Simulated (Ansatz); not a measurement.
# SnS$_{2}$ single point

The input, for Ansatz 0.2.0 (plane waves, PAW):

```yaml
crystal:
  lattice:
    - [3.61819233, 0.0, 0.0]
    - [-1.80909617, 3.13345001, 0.0]
    - [0.0, 0.0, 5.75221987]
  atoms:
    - { symbol: S, position: [0.6667, 0.3333, 0.2513] }
    - { symbol: S, position: [0.3333, 0.6667, 0.7487] }
    - { symbol: Sn, position: [0.0, 0.0, 0.0] }
  symmetry: { tolerance: 0.0003 }
kpoints:
  mp_grid: { grid: [8, 8, 5], shift: [0, 0, 0] }
  band_path:
    path:
      - [0.0, 0.0, 0.0]
      - [0.5, 2.8e-07, 0.0]
      - [0.33333333, 0.33333361, 0.0]
      - [0.0, 0.0, 0.0]
      - [0.0, 0.0, 0.5]
      - [0.5, 2.8e-07, 0.5]
      - [0.33333333, 0.33333361, 0.5]
      - [0.0, 0.0, 0.5]
      - [0.5, 2.8e-07, 0.5]
      - [0.5, 2.8e-07, 0.0]
      - [0.33333333, 0.33333361, 0.5]
    npoints: 6
magnetization:
  spin_polarized: false
scf:
  occupations: { method: fermi_dirac }
  lower_state_search: "off"
  max_iter: 200
hamiltonian:
  pseudopotentials: { kind: paw }
  xc: r2scan
basis:
  ecutwfc: 500
  fft_grid_basis: typed
output:
  forces: true
  stress: true
  eigenvalues: true
  bader: true
  populations: true
  elf: true
  write_potential: true
  volumetric_format: npy
  dos:
    e_range: [-12, 8]
    de: 0.05
    projected: { site_lists: { S: [S], Sn: [Sn] } }
checkpoint:
  read: saved_state
```

The run starts from an earlier solution of this cell. 

Output (shortened):

```
Warning: the atoms were moved onto the symmetric positions of the space group found under crystal.symmetry.tolerance 3.0e-4 (fractional; no operation is sought that the atoms, as they stand in a round, miss by more than twice it, and no atom is moved by as much as it), and the run uses the moved positions.
Pseudopotentials: kind: paw
Pseudopotential: S, paw, valence charge 6, recommended cutoff 500 eV (meta_gga), S.paw.azcp
Pseudopotential: Sn, paw, valence charge 14, recommended cutoff 500 eV (meta_gga), Sn.paw.azcp
Functional definition: r2SCAN
  exchange = r2scan_x(k0 = k0, k1 = k1, a1 = a1)
  correlation = r2scan_c
Crystal: 3 atoms, lattice volume = 65.215 Å³
Basis set: ecut = 500 eV, 1677 PW (Γ), exchange–correlation on 108×108×180 points (64 copies of the dense FFT grid, shifted against one another)
Bands: 17, of which v1, the nominal top of the filled ones, is band 13 counted from 1 (12 counted from 0)
Symmetry: 12 space group operations
Space group: P-3m1 (ITA 164), of the structure as read, at distance tolerance 1.2e-3 Å
k-points: 40 of 320
Initial density: read from a saved state, or passed on in memory by an earlier SCF of this step, an earlier step, the calling program or the single point that the run made first
Functional: x = r2scan, c = r2scan; τ floored in thin density (d = 2e-4 eV/Å³)
SCF iter   1: F=-7851.6768 eV  Δρ=5.75e-4  dr2=3.74e-4  dr2_τ=9.42e-4
SCF iter   2: F=-7851.6770 eV  Δρ=2.95e-4  dr2=5.47e-5  dr2_τ=1.29e-5
SCF iter   3: F=-7851.6771 eV  Δρ=8.47e-5  dr2=4.56e-6  dr2_τ=4.85e-7
SCF iter   4: F=-7851.6771 eV  Δρ=1.36e-5  dr2=1.20e-7  dr2_τ=1.14e-8
SCF iter   5: F=-7851.6771 eV  Δρ=4.07e-6  dr2=6.15e-9  dr2_τ=1.81e-9
Free energy (F): -7851.6771 eV
Harris-Foulkes:  -7851.6771 eV  (|F-HF|=8.35e-9)
Internal energy: -7851.6770 eV  (E = F + TS)
E sigma→0 (E₀):  -7851.6770 eV
Entropy (-TS):    0.0000 eV (-0.009 meV/atom)
Fermi energy:    7.8175 eV
--- Per-component energies (eV) ---
  E_band       = -122.7721
  E_kinetic    = 402.2986
  E_local      = -1533.6706  (includes V_loc(G=0)·N_el)
  E_nonlocal   = 26.4283
  E_hartree    = 821.9833
  E_xc         = -556.6367
  E_vxc        = -291.4711  (∫ρ·V_xc dr)
  E_paw        = -5385.7482  (= ΣΔE_a)
  E_vpaw       = -385.4072  (= ΣTr[D̂ρ^β])
  E_aug_tail   = 0.0000  (compensation charges beyond the density's cutoff)
  E_vtau       = 15.0831  (kinetic-family band-sum trace: ∫τ·v_τ [+ j·A + Jᵃ·Aᵃ] dr)
  E_ewald      = -1626.8475
  E_core_change = 0.5158  (= ΣΔE_core)
  E_smearing   =  0.0000  (= −TS)
--- Stress (GPa, compression-positive) ---
        4.6884       0.0000       0.0000
        0.0000       4.6884       0.0000
        0.0000       0.0000       4.7171
  P = ⅓ Tr σ = 4.6980 GPa (46.980 kbar)
--- Löwdin populations: 3 sites ---
  site symbol       q [e]
     0      S      6.3595
     1      S      6.3595
     2     Sn     13.1174
  spilling = 0.0063 (of n_electrons = 26.0000)
--- Bader charges: 3 sites ---
  site symbol  charge [e]  shift [e]
     0      S     -0.8605     0.0001
     1      S     -0.8605     0.0001
     2     Sn      1.7210     0.0003
```

Origin: a database entry at a rescaled volume.
